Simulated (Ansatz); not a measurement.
Runs of Ansatz 0.2.0 on SiNi. It takes space group Pmmn (No. 59, orthorhombic). The conventional cell has a = 2.943 Å, b = 3.280 Å, c = 4.677 Å, α = 90.00°, β = 90.00°, γ = 90.00°. Ni (site symmetry mm2) has 6 Si at 2.34 to 2.37 Å and 4 Ni at 2.65 Å as nearest neighbours. Si (site symmetry mm2) is surrounded by 6 Ni at 2.34 to 2.37 Å and 4 Si at 2.65 Å. The cell is a database's computed one.

```csv
task,level,potentials or basis,U,cell,k mesh,cutoff (eV),points for each segment of the path,hubbard projectors,double counting,share of exact exchange,mesh quality,gap on the mesh (eV),pressure (GPa),moment (μB),relaxed volume (Å³/atom),largest force (eV/Å)
band structure,PBE,PseudoDojo standard (PBE files),-,as given,9 × 8 × 6,1333,14,-,-,-,not flagged,none,6.8,0.00,-,0.06
relaxation of cell and atoms,PBE,Ansatz PAW,-,relaxed,9 × 8 × 6,420,-,-,-,-,not flagged,none,0.0,0.00,(a),-
relaxation of cell and atoms,PBEsol+U,Ansatz PAW,Ni d U = 8 eV,relaxed,9 × 8 × 6,420,-,ortho-atomic (the default),fll (the default),-,not flagged,none,0.0,0.00,(c),-
density of states,r2SCAN,Ansatz PAW,-,as given,9 × 8 × 6,500,-,-,-,-,not flagged,none,0.4,0.00,-,0.03
single point,PBE0 form with a typed share of exact exchange,Ansatz PAW,-,as given,5 × 5 × 3,420,-,-,-,0,coarse,none,6.9,0.00,-,(b)
relaxation of cell and atoms,PBE+U,Ansatz PAW,Ni d U = 3 eV,relaxed,9 × 8 × 6,420,-,ortho-atomic (the default),fll (the default),-,not flagged,none,0.0,0.00,11.66,-
```

Alike in all rows: spin collinear, ferromagnetic start; smearing fermi-dirac 0.05 eV.

Task: Estimate the missing entries.

Result: (a) 11.71; (b) 0.08; (c) 11.24.

Caveats: some runs use coarse meshes; the starting moments weren't kept; the magnetic or orbital state may not be the lowest (some runs); the plane-wave basis is chosen anew once the cell has moved, so the energies of steps on either side of that aren't comparable (some runs); the PAW data sets come from PBE, with cores solved anew for the run's functional, which leaves a small shift of forces and pressure (some runs); the U is typed as a test and isn't derived for this compound (some runs); the PAW data sets were made with another functional, which shifts forces and pressure a little (some runs).

A gap of «none» marks a metal or a gap under the smearing width.
